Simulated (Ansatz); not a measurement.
## Hf₂S: pressure against volume

Hf₂S, P6_3/mmc, a = 3.347 Å, c = 11.664 Å. The structure is a Materials Project entry; whether it is the stable form wasn't checked. Ansatz: PBEsol, PAW, 420 eV, Γ-centred 12×12×4 mesh on 6 atoms, Gaussian smearing 0.10 eV; no spin polarisation. Shape and atoms are relaxed at each volume; pressure is positive in compression.

```tsv
V (Å³/atom)	P (GPa)
16.592	?
17.158	15.83
17.724	9.80
18.289	4.55
18.855	0.00
19.421	-3.93
19.986	-7.31
20.740	-11.10
```

Question: Take V0 = 18.855 Å³/atom, fit the third-order Birch–Murnaghan form to the other rows, and predict the missing pressure.

Answer: With the Eulerian strain f = ½[(V0/V)^(2/3) − 1] and y = P/[3f(1 + 2f)^(5/2)], the form is the line y = B0 + 1.5 B0 (B0′ − 4) f. Rows (f, y): 0.03245, 139.0; 0.02105, 140.0; 0.01026, 140.5; -0.00976, 141.0; -0.01905, 141.0; -0.03077, 140.9. Means f = 0.0006967, y = 140.40; Σ(Δf)² = 0.003003, ΣΔfΔy = -0.08550; the slope is their ratio. y = 140.4 − 28.47 f GPa, so B0 = 140.4 GPa and B0′ = 4 + 2 × (-28.47)/(3 × 140.4) = 3.86. At V = 16.592, f = 0.04449, y = 139.13 and P = 22.98 GPa. The run gave 22.79 GPa, so the fit is 0.19 GPa too high, a small miss on the scale of the series.

Spin–orbit coupling is left out, which can shift energies with elements as heavy as these.